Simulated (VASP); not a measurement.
# HfO2 in VASP: one cell, several levels of theory, part 1 of 2

HfO2 (fluorite), under +3.0 % biaxial strain in the (111) plane, free along [111] is computed at one geometry. Runs: PBE, r2SCAN. The results are then set beside those of Ansatz 0.2.0 for the same cell.

Code: VASP 6.6.1. PAW datasets, plane waves. Computed at 0 K without zero-point motion; spin polarisation is off.

**1. Starting point**

The cell comes from an earlier relaxation with r2SCAN in another program, then strained, with the atoms relaxed again.

The symmetry is R-3m (No. 166, trigonal); a = 3.684 Å, c = 8.466 Å in the conventional setting, 11.06 Å³ an atom. Hf has 8 O at 2.15–2.23 Å; O has 4 Hf at 2.15–2.23 Å.

Structure file:

```cif
data_structure
_symmetry_space_group_name_H-M 'P 1'
_symmetry_Int_Tables_number 1
_cell_length_a 3.5338
_cell_length_b 3.5338
_cell_length_c 3.5338
_cell_angle_alpha 62.835
_cell_angle_beta 62.835
_cell_angle_gamma 62.835
_cell_volume 33.17
loop_
_atom_site_label
_atom_site_type_symbol
_atom_site_fract_x
_atom_site_fract_y
_atom_site_fract_z
_atom_site_occupancy
Hf1 Hf 0.00000 0.00000 0.00000 1
O1 O 0.25342 0.25342 0.25342 1
O2 O 0.74658 0.74658 0.74658 1
```

**2. PBE**

Contents of INCAR:

```
ENCUT = 520.000000
SIGMA = 0.020000
EDIFF = 1.00e-07
GGA = PE
PREC = Accurate
IBRION = -1
ISIF = 2
ISMEAR = -1
NBANDS = 18
NELM = 120
NSW = 0
LASPH = .TRUE.
LCHARG = .FALSE.
LWAVE = .FALSE.
LREAL = .FALSE.
```

Contents of KPOINTS:

```
KPOINTS created by Atomic Simulation Environment
0
Gamma
8 8 8
0 0 0
```

Contents of KPOINTS_OPT:

```
special points
7
Reciprocal
0.0000000000 0.0000000000 0.0000000000 1
0.5000000000 0.0000000000 0.5000000000 1
0.6250000000 0.2500000000 0.6250000000 1
0.3750000000 0.3750000000 0.7500000000 1
0.5000000000 0.5000000000 0.5000000000 1
0.5000000000 0.2500000000 0.7500000000 1
0.0000000000 0.5000000000 0.5000000000 1
```

Contents of POSCAR:

```
Hf O
 1.0000000000000000
    -0.1074594432000000    2.4975983457000002    2.4975983457000002
     2.4975983457000002   -0.1074594432000000    2.4975983457000002
     2.4975983457000002    2.4975983457000002   -0.1074594432000000
 Hf  O
   1   2
Cartesian
  0.0000000000000000  0.0000000000000000 -0.0000000000000000
  1.2386541966533118  1.2386541966533118  1.2386541966533116
  3.6490830515466892  3.6490830515466892  3.6490830515466892
```

The run uses the recommended PBE PAW datasets (22 valence electrons a neutral cell).

Started as:

```
mpirun -np 1 vasp_std
```

Standard output, without the iteration lines:

```text
POSCAR found type information on POSCAR HfO
 POSCAR found :  2 types and       3 ions
 LDA part: xc-table for (Slater+PW92), standard interpolation
 POSCAR, INCAR and KPOINTS ok, starting setup
 FFT: planning ... GRIDC
 FFT: planning ... GRID_SOFT
 FFT: planning ... GRID
 WAVECAR not read
 entering main loop
 Start KPOINTS_OPT (optional k-point list driver)
k-point batch [1-7\7]
```

OSZICAR:

```text
N       E                     dE             d eps       ncg     rms          rms(c)
DAV:   1     0.919882381008E+02    0.91988E+02   -0.12607E+04  2348   0.121E+03
DAV:   2    -0.318662343457E+02   -0.12385E+03   -0.11886E+03  3014   0.288E+02
DAV:   3    -0.359779075601E+02   -0.41117E+01   -0.40985E+01  2716   0.466E+01
DAV:   4    -0.360018483256E+02   -0.23941E-01   -0.23932E-01  2890   0.396E+00
DAV:   5    -0.360020024265E+02   -0.15410E-03   -0.15410E-03  2628   0.298E-01    0.465E+01
DAV:   6    -0.303480134402E+02    0.56540E+01   -0.20510E+01  2386   0.322E+01    0.407E+01
DAV:   7    -0.302459014428E+02    0.10211E+00   -0.68938E-01  2660   0.679E+00    0.288E+01
DAV:   8    -0.302301705870E+02    0.15731E-01   -0.32446E-01  2536   0.516E+00    0.101E+01
DAV:   9    -0.302050351868E+02    0.25135E-01   -0.72443E-02  2448   0.230E+00    0.273E+00
DAV:  10    -0.302053139584E+02   -0.27877E-03   -0.33307E-03  2716   0.440E-01    0.177E-01
DAV:  11    -0.302053515798E+02   -0.37621E-04   -0.17970E-04  2754   0.113E-01    0.208E-01
DAV:  12    -0.302053659562E+02   -0.14376E-04   -0.37021E-05  2584   0.406E-02    0.676E-03
DAV:  13    -0.302053668420E+02   -0.88575E-06   -0.13636E-06  2822   0.866E-03    0.199E-03
DAV:  14    -0.302053670667E+02   -0.22473E-06   -0.21959E-07  2532   0.306E-03    0.334E-03
DAV:  15    -0.302053670305E+02    0.36161E-07   -0.96747E-09  1642   0.642E-04
   1 F= -.30205367E+02 E0= -.30205367E+02  d E =-.487600E-12
       N       E                     dE             ncg
DAV:   1     0.157096052121E+04   -0.58735E+04      252
DAV:   2     0.776795835749E+03   -0.79416E+03      316
DAV:   3     0.745694451891E+03   -0.31101E+02      316
DAV:   4     0.745491703704E+03   -0.20275E+00      302
DAV:   5     0.745490073015E+03   -0.16307E-02      300
DAV:   6     0.745490046472E+03   -0.26543E-04      318
DAV:   7     0.745490045855E+03   -0.61729E-06      298
DAV:   8     0.745490045839E+03   -0.15798E-07      228
```

The lines after F= are the extra pass for the points of KPOINTS_OPT, at fixed density; their E is not a total energy.

Parts of OUTCAR:

```text
k-points           NKPTS =     65   k-points in BZ     NKDIM =     65   number of bands    NBANDS=     18

   NELECT =      22.0000    total number of electrons

   dimension x,y,z NGX =    28 NGY =   28 NGZ =   28
   dimension x,y,z NGXF=    56 NGYF=   56 NGZF=   56

  energy-cutoff  :      520.00
  volume of cell :       33.17
      direct lattice vectors                 reciprocal lattice vectors
    -0.107459443  2.497598346  2.497598346    -0.187714546  0.196154098  0.196154098
     2.497598346 -0.107459443  2.497598346     0.196154098 -0.187714546  0.196154098
     2.497598346  2.497598346 -0.107459443     0.196154098  0.196154098 -0.187714546

 k-points in reciprocal lattice and weights: KPOINTS created by Atomic Simulation Env
   0.00000000  0.00000000  0.00000000       0.002
   0.12500000  0.00000000  0.00000000       0.012
   0.25000000  0.00000000  0.00000000       0.012
   0.37500000 -0.00000000 -0.00000000       0.012
   0.50000000  0.00000000  0.00000000       0.006
   0.12500000  0.12500000  0.00000000       0.012
   0.25000000  0.12500000  0.00000000       0.023
   0.37500000  0.12500000 -0.00000000       0.023
[... 57 more k-points ...]

 E-fermi :   4.5736

 k-point     1 :       0.0000    0.0000    0.0000
  band No.  band energies     occupation
      1     -25.6508      2.00000
      2     -25.6508      2.00000
      3     -25.6351      2.00000
      4     -14.5008      2.00000
      5     -11.5534      2.00000
      6      -1.1781      2.00000
      7      -1.1781      2.00000
      8      -0.9538      2.00000
      9       3.4358      2.00000
     10       3.5651      2.00000
     11       3.5651      2.00000
     12       7.9669      0.00000
     13       7.9669      0.00000
     14       9.8091      0.00000
     15      14.1249      0.00000
     16      14.1249      0.00000
     17      14.5567      0.00000
     18      17.5937      0.00000

 k-point     2 :       0.1250    0.0000    0.0000
  band No.  band energies     occupation
      1     -25.7086      2.00000
      2     -25.6556      2.00000
      3     -25.6439      2.00000
      4     -14.3102      2.00000
      5     -11.7072      2.00000
      6      -1.0291      2.00000
      7      -0.8722      2.00000
      8      -0.7364      2.00000
      9       3.0745      2.00000
     10       3.2395      2.00000
     11       3.2802      2.00000
     12       8.1923      0.00000
     13       8.2586      0.00000
     14      10.4210      0.00000
     15      13.4580      0.00000
     16      13.8377      0.00000
     17      14.2593      0.00000
     18      17.3386      0.00000

 k-point     3 :       0.2500    0.0000    0.0000
  band No.  band energies     occupation
      1     -25.8492      2.00000
      2     -25.6672      2.00000
      3     -25.6591      2.00000
      4     -13.8507      2.00000
      5     -12.0321      2.00000
      6      -0.6460      2.00000
      7      -0.5239      2.00000
      8       0.1632      2.00000
      9       2.1851      2.00000
     10       2.7208      2.00000
     11       2.8038      2.00000
     12       8.4920      0.00000
     13       8.7470      0.00000
     14      11.0927      0.00000
     15      12.9009      0.00000
     16      13.3467      0.00000
     17      13.8219      0.00000
     18      16.5278      0.00000

 k-point     4 :       0.3750   -0.0000   -0.0000
  band No.  band energies     occupation
      1     -25.9837      2.00000
      2     -25.6788      2.00000
      3     -25.6738      2.00000
      4     -13.4201      2.00000
      5     -12.2653      2.00000
      6      -0.2243      2.00000
      7      -0.2167      2.00000
      8       1.0462      2.00000
      9       1.4238      2.00000
     10       2.2785      2.00000
     11       2.5490      2.00000
     12       8.4772      0.00000
     13       8.9389      0.00000
     14      10.7398      0.00000
     15      13.0820      0.00000
     16      13.4027      0.00000
     17      13.6115      0.00000
     18      15.9777      0.00000

 k-point     5 :       0.5000    0.0000    0.0000
  band No.  band energies     occupation
      1     -26.0378      2.00000
      2     -25.6836      2.00000
      3     -25.6799      2.00000
      4     -13.2765      2.00000
      5     -12.3088      2.00000
      6      -0.1014      2.00000
      7      -0.0371      2.00000
      8       1.0923      2.00000
      9       1.4167      2.00000
     10       2.1222      2.00000
     11       2.5083      2.00000
     12       8.3822      0.00000
     13       8.9200      0.00000
     14      10.7297      0.00000
     15      13.0318      0.00000
     16      13.1401      0.00000
     17      13.6038      0.00000
     18      16.2170      0.00000

 k-point     6 :       0.1250    0.1250    0.0000
  band No.  band energies     occupation
      1     -25.7128      2.00000
      2     -25.6689      2.00000
      3     -25.6558      2.00000
      4     -14.2308      2.00000
      5     -11.7717      2.00000
      6      -1.0084      2.00000
      7      -0.8924      2.00000
      8      -0.4616      2.00000
      9       2.2549      2.00000
     10       3.5025      2.00000
     11       3.5793      2.00000
     12       8.1655      0.00000
     13       8.3566      0.00000
     14      10.6399      0.00000
     15      13.5212      0.00000
     16      13.6551      0.00000
     17      14.0942      0.00000
     18      17.3967      0.00000

 k-point     7 :       0.2500    0.1250    0.0000
  band No.  band energies     occupation
      1     -25.8240      2.00000
      2     -25.6816      2.00000
      3     -25.6707      2.00000
      4     -13.8400      2.00000
      5     -12.0489      2.00000
      6      -0.7057      2.00000
      7      -0.5995      2.00000
      8       0.3418      2.00000
      9       1.2773      2.00000
     10       3.2373      2.00000
     11       3.3210      2.00000
     12       8.4666      0.00000
     13       8.6691      0.00000
     14      11.3428      0.00000
     15      12.8419      0.00000
     16      13.2002      0.00000
     17      13.7934      0.00000
     18      16.9955      0.00000

[... the tables of k-points 8 to 65 left out ...]

  Total       -0.7516832     -0.7516832     -0.7516832      0.5869497      0.5869497      0.5869497
  in kB      -36.3080437    -36.3080437    -36.3080437     28.3510346     28.3510346     28.3510346
  external PRESSURE =     -36.3080437 kB  Pullay stress =       0.0000000 kB

 POSITION                                       TOTAL-FORCE (eV/Angst)
 -----------------------------------------------------------------------------------
      0.00000      0.00000      0.00000         0.000000     -0.000000     -0.000000
      1.23865      1.23865      1.23865         0.007149      0.007149      0.007149
      3.64908      3.64908      3.64908        -0.007149     -0.007149     -0.007149
 -----------------------------------------------------------------------------------
    total drift:                                0.000000      0.000000     -0.000000

  FREE ENERGIE OF THE ION-ELECTRON SYSTEM (eV)
  ---------------------------------------------------
  free  energy   TOTEN  =       -30.2053670305 eV

  energy  without entropy=      -30.2053670305  energy(sigma->0) =      -30.20536703
```

Hardware: 1 MPI rank of Intel Xeon Platinum 8488C, shared host.

The levels at the points of KPOINTS_OPT are read from vasprun.xml.

Levels at the named points, in eV from the top of band v (v: the last filled band by count, c: the next):

```tsv
point	v−1	v	c	c+1
Γ	-0.54	-0.54	3.86	3.86
X	-1.31	0.00	3.78	5.47
U	-1.44	-0.34	4.38	5.33
K	-1.44	-0.34	4.38	5.33
L	-1.78	-1.78	4.71	4.71
W	-1.35	-0.20	4.79	5.11
```

Gap with PBE: 3.78 eV, direct (X). Pressure: -3.63 GPa, and the largest force is 0.012 eV/Å, on atom 2 (O).

(Continued in part 2 of 2.)
